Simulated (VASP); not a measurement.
# Ba (P6_3/mmc) in VASP: further runs

One crystal, Ba, is run at these levels: PBE; tasks: single point, relaxation of cell and atoms.

Everything below comes from runs of VASP 6.6.1. Logs are shortened: lines on timing, memory, paths and dates and some standing lists are left out, and cuts for length are marked.

## (1) The structure

The structure is hexagonal, space group P6_3/mmc (No. 194). Conventional cell: a = 4.472 Å, b = 4.472 Å, c = 7.304 Å, α = 90.00°, β = 90.00°, γ = 120.00°. Around Ba (site symmetry -6m2) lie 12 Ba at 4.47 Å.

The cell was built by a generator and needn't be a form met in nature.

## (2) Single point, PBE

The input, INCAR:

```
SYSTEM = Ba
ALGO = Normal
EDIFF = 1E-6
ENCUT = 520
GGA = PE
ISIF = 2
ISMEAR = 0
LASPH = .True.
LCHARG = .True.
LELF = .True.
LREAL = .False.
LVHAR = .True.
LWAVE = .False.
NBANDS = 17
NELM = 100
PREC = Accurate
SIGMA = 0.05
```

The input, KPOINTS:

```
k-points
0
Gamma
  6 6 4
  0 0 0
```

The input, POSCAR:

```
Ba
1.0
    4.4720009691      0.0000000000      0.0000000000
   -2.2360004845      3.8728664450      0.0000000000
    0.0000000000      0.0000000000      7.3042682495
Ba
2
Direct
    0.3333333333      0.6666666667      0.7500000000
    0.6666666667      0.3333333333      0.2500000000
```

Potentials or basis: VASP PAW PBE potentials, release 64 (Ba_sv).

Started as:

```console
$ cat potpaw_PBE.64/Ba_sv/POTCAR > POTCAR
$ mpirun -np 1 vasp_std > vasp.out
```

OUTCAR:

```text
SYSTEM = Ba
   EDIFF = 1E-6
   ENCUT = 520
   GGA = PE
   ISIF = 2
   ISMEAR = 0
   LASPH = .True.
   LREAL = .False.
   NELM = 100
   PREC = Accurate

 ion  position               nearest neighbor table
   1  0.333  0.667  0.750-   2 4.47   2 4.47   2 4.47   2 4.47   2 4.47   2 4.47
   2  0.667  0.333  0.250-   1 4.47   1 4.47   1 4.47   1 4.47   1 4.47   1 4.47

  LATTYP: Found a hexagonal cell.
 ALAT       =     4.4720009691
 C/A-ratio  =     1.6333333333

  Lattice vectors:

 A1 = (   4.4720009691,   0.0000000000,   0.0000000000)
 A2 = (  -2.2360004845,   3.8728664450,   0.0000000000)
 A3 = (   0.0000000000,   0.0000000000,   7.3042682495)

Analysis of symmetry for initial positions (statically):
=====================================================================
 Subroutine PRICEL returns:
 Original cell was already a primitive cell.

 Routine SETGRP: Setting up the symmetry group for a
 hexagonal supercell.

 Subroutine GETGRP returns: Found 24 space group operations
 (whereof 12 operations were pure point group operations)
 out of a pool of 24 trial point group operations.

The static configuration has the point symmetry D_3d.
 The point group associated with its full space group is D_6h.

Analysis of symmetry for dynamics (positions and initial velocities):
=====================================================================
 Subroutine PRICEL returns:
 Original cell was already a primitive cell.

 Routine SETGRP: Setting up the symmetry group for a
 hexagonal supercell.

 Subroutine GETGRP returns: Found 24 space group operations
 (whereof 12 operations were pure point group operations)
 out of a pool of 24 trial point group operations.

The dynamic configuration has the point symmetry D_3d.
 The point group associated with its full space group is D_6h.

 Subroutine INISYM returns: Found 24 space group operations
 (whereof 12 operations are pure point group operations),
 and found     1 'primitive' translations

----------------------------------------------------------------------------------------

                                     Primitive cell

  volume of cell :     126.5060

  direct lattice vectors                    reciprocal lattice vectors
     4.472000969  0.000000000  0.000000000     0.223613547  0.129103342  0.000000000
    -2.236000484  3.872866445  0.000000000     0.000000000  0.258206683  0.000000000
     0.000000000  0.000000000  7.304268249     0.000000000  0.000000000  0.136906253

  length of vectors
     4.472000969  4.472000969  7.304268249     0.258206683  0.258206683  0.136906253

  position of ions in fractional coordinates (direct lattice)
     0.333333333  0.666666667  0.750000000
     0.666666667  0.333333333  0.250000000

  ion indices of the primitive-cell ions
   primitive index   ion index
                 1           1
                 2           2

----------------------------------------------------------------------------------------

 KPOINTS: k-points

Automatic generation of k-mesh.
 Grid dimensions read from file:
 generate k-points for:    6    6    4

 Generating k-lattice:

  Cartesian coordinates                     Fractional coordinates (reciprocal lattice)
     0.037268925  0.021517224  0.000000000     0.166666667  0.000000000  0.000000000
     0.000000000  0.043034447  0.000000000     0.000000000  0.166666667  0.000000000
     0.000000000  0.000000000  0.034226563     0.000000000  0.000000000  0.250000000

  Length of vectors
     0.043034447  0.043034447  0.034226563

  Shift w.r.t. Gamma in fractional coordinates (k-lattice)
     0.000000000  0.000000000  0.000000000

 Subroutine IBZKPT returns following result:
 ===========================================

 Found     21 irreducible k-points:

 Following reciprocal coordinates:
            Coordinates               Weight
  0.000000  0.000000  0.000000      1.000000
  0.166667  0.000000  0.000000      6.000000
  0.333333  0.000000  0.000000      6.000000
  0.500000  0.000000  0.000000      3.000000
  0.166667  0.166667  0.000000      6.000000
  0.333333  0.166667  0.000000     12.000000
[... 13 lines left out ...]
  0.333333  0.166667  0.500000     12.000000
  0.333333  0.333333  0.500000      2.000000
   k-points           NKPTS =     21   k-points in BZ     NKDIM =     21   number of bands    NBANDS=     17
   number of dos      NEDOS =    301   number of ions     NIONS =      2
   total plane-waves  NPLWV =  69984
   dimension x,y,z NGX =    36 NGY =   36 NGZ =   54
   dimension x,y,z NGXF=    72 NGYF=   72 NGZF=  108
   ions per type =               2
   NGX,Y,Z   is equivalent  to a cutoff of  13.38, 13.38, 12.29 a.u.
   NGXF,Y,Z  is equivalent  to a cutoff of  26.77, 26.77, 24.58 a.u.
 SYSTEM =  Ba
   PREC   = accura    normal or accurate (medium, high low for compatibility)
   ISTART =      0    job   : 0-new  1-cont  2-samecut
   ICHARG =      2    charge: 1-file 2-atom 10-const
   ISPIN  =      1    spin polarized calculation?
   LNONCOLLINEAR =      F non collinear calculations
   LSORBIT =      F    spin-orbit coupling
   LASPH  =      T    aspherical Exc in radial PAW
   ENCUT  =  520.0 eV  38.22 Ry    6.18 a.u.   8.31  8.31 13.58*2*pi/ulx,y,z
   NELM   =    100;   NELMIN=  2; NELMDL= -5     # of ELM steps
   EDIFF  = 0.1E-05   stopping-criterion for ELM
   LREAL  =      F    real-space projection
[... 7 lines left out ...]
   TEBEG  =    0.0;   TEEND  =   0.0 temperature during run
   PSTRESS=    0.0 pullay stress
   NELECT =      20.0000    total number of electrons
   NUPDOWN=      -1.0000    fix difference up-down
   EMIN   =  10.00;   EMAX   =-10.00  energy-range for DOS
   EFERMI =   0.00;   METHOD = LEGACY
   ISMEAR =     0;   SIGMA  =   0.05  broadening in eV -4-tet -1-fermi 0-gaus
   EFERMI_NEDOS =   21; number of points for ismear=-14 and -15
   IALGO  =     38    algorithm
   IMIX   =      4    mixing-type and parameters
     AMIX     =   0.40;   BMIX     =  1.00
     AMIX_MAG =   1.60;   BMIX_MAG =  1.00
  volume/ion in A,a.u.               =      63.25       426.85
  Fermi-wavevector in a.u.,A,eV,Ry     =   0.885213  1.672810 10.661553  0.783602
  Thomas-Fermi vector in A             =   2.006216
   LORBIT       =      0    0 simple, 1 ext, 2 COOP (PROOUT), +10 PAW based schemes
   GGA     = PE    functional components
   LHFCALC =     F    Hartree Fock is set to
   AEXX    =    0.0000 exact exchange contribution
   IVDW    =     0    specifies the selected vdW correction
   LEPSILON=     F    determine dielectric tensor
   LRPA    =     F    only Hartree local field effects (RPA)
 non-spin polarized calculation
 Gauss-broadening in eV      SIGMA  =   0.05
  energy-cutoff  :      520.00
  volume of cell :      126.51
 maximum number of plane-waves:      3422
 NGX is ok and might be reduce to    36
   NGX = 17   NGY = 17   NGZ = 27

 number of electron      20.0000001 magnetization

 Free energy of the ion-electron system (eV)
  ---------------------------------------------------
  ext. energy  EPLUGINS =         0.00000000
  ---------------------------------------------------
  free energy    TOTEN  =        -3.78259279 eV

  energy without entropy =       -3.77903781  energy(sigma->0) =       -3.78081530

 E-fermi :   1.6891     XC(G=0):  -7.3944

 val. band max:        1.6330491816   @ k =   0.3333   0.1667   0.0000
 cond. band min:       1.6920616746   @ k =   0.1667   0.1667   0.0000
 fundamental gap:      0.0590124930
 Fermi energy:         1.6891247777

 k-point     1 :       0.0000    0.0000    0.0000
  band No.  band energies     occupation
      1     -27.2409      2.00000
      2     -27.2015      2.00000
      3     -12.6550      2.00000
      4     -12.2561      2.00000
      5     -12.2561      2.00000
      6     -12.2013      2.00000
[... 9 lines left out ...]
     16       3.8349      0.00000
     17       4.3405      0.00000

 k-point     2 :       0.1667    0.0000    0.0000
  band No.  band energies     occupation
      1     -27.2321      2.00000
      2     -27.1973      2.00000
      3     -12.6164      2.00000
      4     -12.3453      2.00000
      5     -12.2873      2.00000
      6     -12.2834      2.00000
[... 9 lines left out ...]
     16       3.9036      0.00000
     17       3.9640      0.00000

 k-point     3 :       0.3333    0.0000    0.0000
  band No.  band energies     occupation
      1     -27.2130      2.00000
      2     -27.1903      2.00000
      3     -12.5229      2.00000
      4     -12.5219      2.00000
      5     -12.4566      2.00000
      6     -12.3343      2.00000
[... 9 lines left out ...]
     16       4.8257      0.00000
     17       5.0187      0.00000

 k-point     4 :       0.5000    0.0000    0.0000
  band No.  band energies     occupation
      1     -27.2015      2.00000
      2     -27.1886      2.00000
      3     -12.6086      2.00000
      4     -12.5360      2.00000
      5     -12.4537      2.00000
      6     -12.3587      2.00000
[... 9 lines left out ...]
     16       6.1615      0.00000
     17       6.1983      0.00000
[... 283 lines left out ...]
      1     -27.2049      2.00000
      2     -27.2049      2.00000
      3     -12.5142      2.00000
      4     -12.5142      2.00000
      5     -12.3305      2.00000
      6     -12.3305      2.00000
[... 9 lines left out ...]
     16       3.9893      0.00000
     17       5.2295      0.00000

 k-point    20 :       0.3333    0.1667    0.5000
  band No.  band energies     occupation
      1     -27.1951      2.00000
      2     -27.1951      2.00000
      3     -12.5914      2.00000
      4     -12.5914      2.00000
      5     -12.3814      2.00000
      6     -12.3814      2.00000
[... 9 lines left out ...]
     16       4.0327      0.00000
     17       5.7257      0.00000

 k-point    21 :       0.3333    0.3333    0.5000
  band No.  band energies     occupation
      1     -27.1918      2.00000
      2     -27.1918      2.00000
      3     -12.5601      2.00000
      4     -12.5601      2.00000
      5     -12.4668      2.00000
      6     -12.4668      2.00000
[... 9 lines left out ...]
     16       4.0447      0.00000
     17       5.5654      0.00000

------------------------ aborting loop because EDIFF is reached ----------------------------------------

  FORCE on cell =-STRESS in cart. coord.  units (eV):
  Direction    XX          YY          ZZ          XY          YZ          ZX
  --------------------------------------------------------------------------------------
  -------------------------------------------------------------------------------------
  Total       -0.0252725     -0.0252725      0.1431954     -0.0000000     -0.0000000      0.0000000
  in kB       -0.3200726     -0.3200726      1.8135453     -0.0000000     -0.0000000      0.0000000
  external PRESSURE =       0.3911334 kB  Pullay stress =       0.0000000 kB

 VOLUME and BASIS-vectors are now :
 -----------------------------------------------------------------------------
  energy-cutoff  :      520.00
  volume of cell :      126.51
      direct lattice vectors                 reciprocal lattice vectors
     4.472000969  0.000000000  0.000000000     0.223613547  0.129103342  0.000000000
    -2.236000484  3.872866445  0.000000000     0.000000000  0.258206683  0.000000000
     0.000000000  0.000000000  7.304268249     0.000000000  0.000000000  0.136906253

 POSITION                                       TOTAL-FORCE (eV/Angst)
 -----------------------------------------------------------------------------------
     -0.00000      2.58191      5.47820        -0.000000      0.000000      0.000000
      2.23600      1.29096      1.82607         0.000000     -0.000000      0.000000
 -----------------------------------------------------------------------------------
    total drift:                               -0.000000      0.000000     -0.000000

  FREE ENERGIE OF THE ION-ELECTRON SYSTEM (eV)
  ---------------------------------------------------
  free  energy   TOTEN  =        -3.7825927893 eV

  energy  without entropy=       -3.7790378087  energy(sigma->0) =       -3.78081530
```

Wall time 23 s (1 thread of AMD EPYC 9R45 (Zen 5), shared host); peak memory 0.21 GiB.

Results:

* Free energy: -3.7826 eV
* Pressure: 0.0 GPa
* Band gap on the k mesh: none (metal or under the smearing width)

Levels at points of the mesh, in eV from the Fermi level:
```csv
k point,band 8,band 9,band 10,band 11,band 12,band 13
"(0.00, 0.00, 0.00)",-13.89,-2.81,-0.99,1.02,1.71,1.73
"(0.50, 0.00, 0.00)",-13.95,-0.75,-0.45,-0.23,0.55,1.34
"(0.00, 0.00, 0.50)",-13.92,-1.85,-1.85,0.99,0.99,1.71
"(0.50, 0.00, 0.50)",-14.00,-0.79,-0.79,0.42,0.42,1.49
```

## (3) Relaxation of cell and atoms, PBE

The input, INCAR:

```
SYSTEM = Ba
  PREC = Accurate
  ENCUT = 600
  EDIFF = 1E-7
  ISMEAR = 0
  SIGMA = 0.05
  LREAL = .False.
  LASPH = .True.
  NELM = 100
  ALGO = Normal
  ISIF = 3
  LWAVE = .False.
  LCHARG = .False.
  GGA = PE
  IBRION = 2
  NSW = 80
  EDIFFG = -0.03
```

The input, KPOINTS:

```
regular mesh
0
Gamma
  6 6 4
  0 0 0
```

POSCAR is that of step 2.

Potentials or basis: VASP PAW PBE potentials, release 64 (Ba_sv).

Started as:

```console
$ cat potpaw_PBE.64/Ba_sv/POTCAR > POTCAR
$ mpirun -np 1 vasp_std > vasp.out
```

It took 58 s on 1 thread of AMD EPYC 9R45 (Zen 5), shared host; peak memory 0.25 GiB.

The run converged. Its results:

```yaml
Free_energy: -3.7835 eV
Relaxed_volume: 63.65 Å³/atom
Relaxed_cell: a = 4.464 Å, b = 4.464 Å, c = 7.375 Å, α = 90.00°, β = 90.00°, γ = 120.00°
Space_group_after_relaxing_to_0.05_Å: P6_3/mmc (No. 194)
Energy_gained_by_relaxing: 0.4 meV/atom
Ionic_steps: 3
Pressure_after_relaxing: 0.0 GPa
Band_gap_on_the_k_mesh: none (metal or under the smearing width)
```

Step by step:
| step | energy change (eV) | largest force (eV/Å) | pressure (GPa) | volume (Å³) |
| --- | --- | --- | --- | --- |
| 1 | 0.0000 | 0.0000 | 0.04 | 126.51 |
| 2 | -0.0004 | 0.0000 | 0.02 | 126.79 |
| 3 | -0.0007 | 0.0000 | -0.01 | 127.30 |

Final structure:
```
CELL_PARAMETERS angstrom
4.46450 0.00000 0.00000
-2.23225 3.86637 0.00000
0.00000 0.00000 7.37462
ATOMIC_POSITIONS crystal
Ba 0.33333 0.66667 0.75000
Ba 0.66667 0.33333 0.25000
```

Levels at points of the mesh, in eV from the Fermi level:
| k point | band 8 | band 9 | band 10 | band 11 | band 12 | band 13 |
| --- | --- | --- | --- | --- | --- | --- |
| (0.00, 0.00, 0.00) | -13.90 | -2.81 | -1.00 | 0.96 | 1.65 | 1.73 |
| (0.50, 0.00, 0.00) | -13.96 | -0.75 | -0.45 | -0.23 | 0.55 | 1.29 |
| (0.00, 0.00, 0.50) | -13.93 | -1.87 | -1.87 | 0.95 | 0.95 | 1.72 |
| (0.50, 0.00, 0.50) | -14.01 | -0.79 | -0.79 | 0.40 | 0.40 | 1.48 |
